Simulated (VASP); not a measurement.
Set up this calculation in VASP 6.6.1, as the native input.

| Item | Value |
| --- | --- |
| Task | single point |
| Functional | PBEsol |
| Potentials or basis | VASP PAW PBE potentials, release 64 (Al, N) |
| Cutoff | 450 eV |
| k mesh | 3 × 3 × 2 |
| Occupations | gaussian, width 0.03 eV |
| Spin | collinear spin, ferromagnetic start |
| Starting moments | [0.0, 0.0, 0.0, 0.0, 0.0, 0.0, 0.0, 0.0, 0.0, 0.0, 0.0, 0.0, 0.0, 0.0, 0.0, 0.25, 0.0, 0.0, 0.0, 0.0, 0.0, 0.0, 0.0, 0.0, 0.25, 0.0, 0.25, 0.0, 0.25, 0.0, 0.0] μB |
| Fixed moment | 1 μB |
| Dq | 0 |
| Further INCAR settings | LREAL = Auto; ALGO = Normal; EDIFF = 1e-05; ISYM = 0 |

The structure of Al15N16 (a cell with a defect) lies in POSCAR:

```
Al15N16                                 
1.0
    6.2200008610      0.0000000000      0.0000000000
   -3.1100004305      5.3866787572      0.0000000000
    0.0000000000      0.0000000000      9.9600000000
  Al              N             
    15    16
Direct
     0.3331146716476620    0.1651624226357649    0.4992036955342257
     0.3392718262944857    0.6680966857561510    0.0027638012545474
     0.3343727958764507    0.6656886869166295    0.4995576936245865
     0.8306034543684866    0.1591889001244067    0.0027511201565806
     0.8326442102778702    0.1639747378117715    0.4994732988780932
     0.8302961987175812    0.6680228571805436    0.0027242574036790
     0.8326346164869615    0.6657497186046452    0.4994474716670167
     0.1634501233778597    0.3340587411157794    0.2494008668442960
     0.1667264940771656    0.3326975984112043    0.7489037784559052
     0.1632837058309857    0.8259591364212903    0.2493081088320908
     0.1666362419976589    0.8313232850722756    0.7489479368515667
     0.6710167381429393    0.3337822702716947    0.2492944197004784
     0.6683310930179590    0.3326920231956035    0.7487466948451159
     0.6661770558076190    0.8313660973657954    0.2517891150681876
     0.6672438709734577    0.8322507838000927    0.7484818012526707
     0.3323936178018934    0.1645015141116410    0.2149706527596212
     0.3338275325894412    0.1655774558886288    0.6912868878879729
     0.3345264892425262    0.6655565737764942    0.1922414284398009
     0.3350940241169227    0.6662311248941170    0.6882531394354927
     0.8318823210867649    0.1629714514162173    0.1921762338775482
     0.8332937263808310    0.1641334170422231    0.6881108869736201
     0.8316867050114539    0.6652998415391820    0.1921512111888124
     0.8332221473889933    0.6662635383450548    0.6881692270442415
     0.1660188582320353    0.3322719286495208    0.4409073220963176
     0.1499584505070383    0.3487466300923104    0.9360178420016527
     0.1659845585567727    0.8309375941168652    0.4408855285188899
     0.1499252923928163    0.7982595701742295    0.9361057400744924
     0.6673336804129617    0.3321602255918453    0.4409713439594812
     0.7008625128749634    0.3487818105160730    0.9359115460579177
     0.6665200854081090    0.8317748753467532    0.4404132058756510
     0.6667399011013400    0.8319005038151936    0.9403157434394418
```

The input as run:

INCAR

```
PREC = Accurate ; ENCUT = 450
EDIFF = 1E-5 ; ISMEAR = 0
SIGMA = 0.03 ; LREAL = Auto
LASPH = T ; NELM = 120
ALGO = Normal ; ISIF = 2
LWAVE = F ; LCHARG = F
ISPIN = 2 ; MAGMOM = 0 0 0 0 0 0 0 0 0 0 0 0 0 0 0 0.25 0 0 0 0 0 0 0 0 0.25 0 0.25 0 0.25 0 0
LORBIT = 11 ; NUPDOWN = 1
GGA = PS ; ISYM = 0
KPAR = 4
```

KPOINTS

```
regular mesh
0
Gamma
  3 3 2
```

Potentials or basis: VASP PAW PBE potentials, release 64 (Al, N).

Run with:

```bash
$ cat potpaw_PBE.64/Al/POTCAR potpaw_PBE.64/N/POTCAR > POTCAR
$ mpirun -np 4 vasp_std > vasp.out
```

It gave:

```
Largest force                                         : 0.355 eV/Å
Net moment                                            : 1.00 μB per cell
Site moments                                          : Al +0.00, -0.00; N +0.09, +0.01, -0.00, +0.00, +0.20 μB
Valence electrons inside the program's atomic spheres : Al 0.80, 0.84, 0.82, 0.83, 0.81; N 3.73, 3.83, 3.85, 3.84, 3.72, 3.71
```

Caveat: the k mesh is coarse (spacing up to 0.39 Å⁻¹), so the values aren't converged; the PAW data sets were made with another functional, which shifts forces and pressure a little; the total moment is fixed, so each spin has its own Fermi level.

It took 6.1 min on 4 MPI ranks on Intel(R) Xeon(R) Platinum 8375C CPU @ 2.90GHz (Ice Lake), on a shared host, peak memory 0.68 GiB a rank.
